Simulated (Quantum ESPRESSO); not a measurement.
# BaTiO3 (Barioperovskite): dielectric tensor and Born charges under several settings

```
CELL_PARAMETERS angstrom
3.98550 0.00000 0.00000
0.00000 2.83690 2.84515
0.00000 -2.83690 2.84515
ATOMIC_POSITIONS crystal
Ba 0.00000 0.00000 0.00000
Ti 0.50000 0.51240 0.51240
O 0.50000 0.99184 0.50524
O 0.50000 0.50524 0.99184
O 0.00000 0.48740 0.48740
```

All runs used Quantum ESPRESSO 7.5; k mesh 4 × 4 × 4, shifted; given cell; no spin polarisation; cutoff 612 eV; occupations smeared at first, fixed for the response.

```csv
level,potentials,pressure (GPa),sum of the Born charges (e)
LDA,GBRV 1.5 LDA,-7.5,0.11
PBEsol,GBRV 1.5 PBEsol,?,?
WC,GBRV 1.5 PBE,-2.4,0.11
BLYP,GBRV 1.5 PBE,9.2,0.12
AM05,GBRV 1.5 PBE,-1.8,0.11
```

Question: What stands in the row left open?

Answer: Pressure -2.9 GPa; sum of the Born charges 0.11 e.

Caveats: the potentials were made for another functional, which shifts forces and pressure (some runs); the cell is more than 3 GPa from zero pressure, which shifts response properties (some runs).

For the row left open. Caveat: the mesh is thin for the dielectric tensor, Born charges and intensities, which usually come out too large; the Born charges break their sum rule by 0.11 e, a sign of too thin a mesh.
